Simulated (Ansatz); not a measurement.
# What settings do to one calculation: zincblende alloy of GaAs and InP (3 of 8 As sites, 3 of 8 Ga sites exchanged), 16 atoms with displaced atoms

Ansatz (PAW, plane waves), atoms fixed. The base input:

```yaml
crystal:
  lattice:
    - [11.485688, 0.000000, 0.000000]
    - [0.000000, 5.742844, 0.000000]
    - [0.000000, 0.000000, 5.742844]
  atoms:
    - { symbol: In, position: [0.002238, 0.009793, 0.971144] }
    - { symbol: In, position: [0.244735, 0.529341, 0.977368] }
    - { symbol: In, position: [0.245341, 0.954560, 0.495255] }
    - { symbol: Ga, position: [0.497682, 0.998457, 0.003874] }
    - { symbol: Ga, position: [0.754914, 0.502909, 0.980670] }
    - { symbol: Ga, position: [0.747981, 0.020605, 0.490807] }
    - { symbol: Ga, position: [0.993853, 0.495570, 0.497819] }
    - { symbol: Ga, position: [0.499756, 0.470226, 0.497726] }
    - { symbol: As, position: [0.122587, 0.271512, 0.259755] }
    - { symbol: As, position: [0.618091, 0.258642, 0.253826] }
    - { symbol: As, position: [0.864273, 0.762597, 0.261767] }
    - { symbol: As, position: [0.884473, 0.284545, 0.754496] }
    - { symbol: As, position: [0.109723, 0.751140, 0.746982] }
    - { symbol: P, position: [0.385362, 0.742988, 0.282862] }
    - { symbol: P, position: [0.379682, 0.225170, 0.737045] }
    - { symbol: P, position: [0.621104, 0.708563, 0.749821] }
kpoints:
  mp_grid: { grid: [2, 2, 2], shift: [0.5, 0.5, 0.5] }
hamiltonian:
  xc: pbesol
scf:
  occupations: { method: fermi_dirac, width: 0.01 }
output:
  forces: true
  eigenvalues: true
  stress: true
  populations: true
```

Command:

```sh
ansatz run in.yaml --threads 7 --pin off --max-ram 13300MiB --runs-dir r --events-out ev --progress --plain
```

It converged in 9 iterations and 4.7 s of wall time on 7 threads of a Neoverse-V2 processor, on a host shared with other runs; peak host memory 1.3 GiB; largest force component 3.10 eV/Å, pressure 2.00 GPa. The cutoff was the default, 420 eV. The base isn't a converged reference: it has few k points, and its atoms are unrelaxed. Each run below changes the keys shown and caps the iterations.

```tsv
run	changed	ending	iterations	free energy less the base (meV per atom)	rms change of forces (eV/Å)	change of pressure (GPa)	wall time (s, shared host)
1	initial_magnetization 4, occupations methfessel_paxton, max_iter 70	converged	15	0.0	0.000	0.00	11 CPU
2	accuracy low (cutoff and grids as in the base), max_iter 50	converged	9	0.0	0.000	0.00	3.7 CPU
3	ecutrho_ratio 1, width 2.0 eV, dispersion rvv10, max_iter 60	refused	–	–	–	–	–
4	max_iter 100, k points a 1×1×2 mesh centred on Γ	converged	9	35.2	0.149	-0.04	1.4 CPU
5	accuracy low (cutoff and grids as in the base), max_iter 70	converged	9	0.0	0.000	0.00	3.5 CPU
6	mixing beta 0.4, n_extra_bands 60, max_iter 70, total_charge 1	converged	14	other zero	0.147	0.42	6 CPU
```

«Other zero»: another functional, charge or dispersion term moves the zero of energy, so the difference says nothing of accuracy.

Problem. Which changes leave the result alone, and which of the same physical model moves the forces most?

Solution. The forces move by under 0.002 eV/Å in runs 1, 2, 5. Run 4 (max_iter 100, k points a 1×1×2 mesh centred on Γ) moves them most among the runs with the same functional, charge and dispersion term, by 0.149 eV/Å.

Problem. Why did some runs give no result?

Solution. - run 3: inconsistent input (hamiltonian.dispersion, hamiltonian.xc): `dispersion: rvv10` has no transferable b for PBE exchange — Sabatini et al. (2013) fitted b=6.3 to rPW86, and the PBE refits of Peng & Perdew (2017) are task-dependent (b=6.6 S22 / b=10.0 layered). …
